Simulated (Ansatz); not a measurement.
What DFT gives for As

```
CELL_PARAMETERS angstrom
-1.88642 1.88642 1.55318
1.88642 -1.88642 1.55318
1.88642 1.88642 -1.55318
ATOMIC_POSITIONS crystal
As 0.00000 0.00000 0.00000
```

Level: PBE, no spin polarisation; 420 eV; 14×14×14 Γ-centred mesh; fermi-dirac occupations (width 0.1 eV); Ansatz 0.2.0, fixed geometry.

Problem. Is there a gap?

Solution. It is a metal, with about 0.63 states/eV a cell as the mean within 0.25 eV of the Fermi level, mostly As p (92 %).

Problem. What do density and ELF say about some of the short contacts?

Solution. As–As at 3.09 Å: least valence density 0.18 e/Å³ and ELF 0.34 there. Both are smooth PAW fields, read partly inside the augmentation spheres.

Problem. Is the cell too large or too small?

Solution. The pressure is -7.8 GPa (compression positive), so with the atoms held at these fractions the cell would first shrink. The principal stresses -8.8, -7.4, -7.4 GPa differ, so its shape would change too.

Origin: a known structure type with other elements, at an estimated volume, so it need not be a known compound. Caveats: many states at the Fermi level without spin polarisation, so a magnetic state may lie lower.
